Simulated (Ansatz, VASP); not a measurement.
Two plane-wave programs on AlGaN2

Contents of INCAR:

```
SYSTEM = AlGaN2
PREC     = Accurate       ! precision mode
ENCUT    = 520            ! plane-wave cutoff, eV
EDIFF    = 1E-6           ! SCF threshold, eV
ISMEAR   = 0              ! smearing method
SIGMA    = 0.05           ! smearing width, eV
LREAL    = .False.        ! projectors in reciprocal space
LASPH    = .True.         ! aspherical terms in the spheres
NELM     = 80             ! most SCF steps
ALGO     = Normal         ! electronic algorithm
ISIF     = 2              ! what is computed and relaxed
LWAVE    = .False.        ! write WAVECAR
LCHARG   = .False.        ! write CHGCAR
NBANDS   = 21             ! bands
```

KPOINTS

```
Automatic mesh
0
Gamma
  8 8 6
  0 0 0
```

POSCAR

```
AlGaN2
1.0
    2.8544133971      0.0000000000      0.0000000000
    0.0000000000      2.8544133971      0.0000000000
    0.0000000000      0.0000000000      5.2223441709
Al Ga N
1 1 2
Direct
    0.5000000000      0.5000000000      0.5000000000
    0.0000000000      0.0000000000      0.0000000000
    0.5000000000      0.0000000000      0.7400513254
    0.0000000000      0.5000000000      0.2599486746
```

Input for Ansatz:

```yaml
crystal:
  lattice:
    - [2.8544133971, 0.0, 0.0]
    - [0.0, 2.8544133971, 0.0]
    - [0.0, 0.0, 5.2223441709]
  atoms:
    - { symbol: Al, position: [0.5, 0.5, 0.5] }
    - { symbol: Ga, position: [0.0, 0.0, 0.0] }
    - { symbol: "N", position: [0.5, 0.0, 0.7400513254] }
    - { symbol: "N", position: [0.0, 0.5, 0.2599486746] }
basis:
  ecutwfc: 420
kpoints:
  mp_grid: { grid: [8, 8, 6] }
hamiltonian:
  xc: lda
scf:
  occupations: { method: gaussian, width: 0.05 }
output:
  forces: true
  stress: true
  eigenvalues: true
```

Alike in both runs: task single point; functional LDA; k mesh 8 × 8 × 6; occupations gaussian, width 0.05 eV; no spin polarisation.

```csv
,VASP,Ansatz
version,VASP 6.6.1,Ansatz 0.2.0
potentials or method,"VASP PAW LDA potentials, release 64 (Al, Ga_d, N)","scalar-relativistic, plane waves, PAW"
plane-wave cutoff (eV),520,420
valence electrons in the cell,26,26
```

Ansatz gave:

- gap on the k mesh at the Fermi level (eV): 1.72
- least direct gap on the mesh (eV): 1.82
- pressure (GPa): -3.5
- largest component of the traceless stress (GPa): 41.92
- rms of the force components (eV/Å): 0.108

Which values does VASP return?

gap on the k mesh at the Fermi level (eV): 1.73; least direct gap on the mesh (eV): 1.83; pressure (GPa): -2.7; largest component of the traceless stress (GPa): 41.73; rms of the force components (eV/Å): 0.094.

Atom by atom the forces differ by 0.014 eV/Å (rms over components).

A k mesh can miss the band edges.
